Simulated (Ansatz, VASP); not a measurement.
# Se in VASP and in Ansatz

INCAR

```
  PREC = Accurate
  ENCUT = 520
  EDIFF = 1E-7
  ISMEAR = -1
  SIGMA = 0.1
  LREAL = False
  LASPH = True
  NELM = 100
  ALGO = Normal
  ISIF = 2
  LWAVE = False
  LCHARG = True
  GGA = PS
  LELF = True
  LVHAR = True
  NBANDS = 9
```

File KPOINTS:

```
regular mesh
0
Gamma
  14 14 14
```

File POSCAR:

```
Se
1.0
    0.0000000000      2.1292752455      2.1292752455
    2.1292752455      0.0000000000      2.1292752455
    2.1292752455      2.1292752455      0.0000000000
Se
1
Direct
    0.0000000000      0.0000000000      0.0000000000
```

Input for Ansatz:

```yaml
crystal:
  lattice:
    - [0.0, 2.1292752455, 2.1292752455]
    - [2.1292752455, 0.0, 2.1292752455]
    - [2.1292752455, 2.1292752455, 0.0]
  atoms:
    - { symbol: Se, position: [0.0, 0.0, 0.0] }
hamiltonian:
  xc: pbesol
  pseudopotentials:
    kind: paw
    azcp:
      Se: "pseudopotentials/Se.paw.azcp"
basis:
  ecutwfc: 420
  fft_grid_basis: typed
kpoints:
  mp_grid: { grid: [14, 14, 14], shift: [0, 0, 0] }
magnetization:
  spin_polarized: false
scf:
  occupations: { method: fermi_dirac, width: 0.1 }
  lower_state_search: "off"
output:
  stress: true
```

Alike in both runs: task single point; functional PBEsol; k mesh 14 × 14 × 14; occupations fermi-dirac, width 0.1 eV; no spin polarisation.

```csv
,VASP,Ansatz
version,VASP 6.6.1,Ansatz 0.2.0
potentials or method,"VASP PAW PBE potentials, release 64 (Se)","plane waves (420 eV) with PAW, scalar-relativistic"
plane-wave cutoff (eV),520,420
valence electrons in the cell,6,16
```

VASP gave:

* pressure (GPa): -0.1

Task: What did Ansatz give for the same quantities?

Result: Pressure (GPa): -0.2.

With one functional, cell and mesh, what is left measures potentials, basis and numerics. The two sets of potentials don't hold the same shells in valence. Ansatz warned: «pseudo_functional_mismatch».

Caveats: the PAW data sets were made with another functional, which shifts forces and pressure a little (VASP).
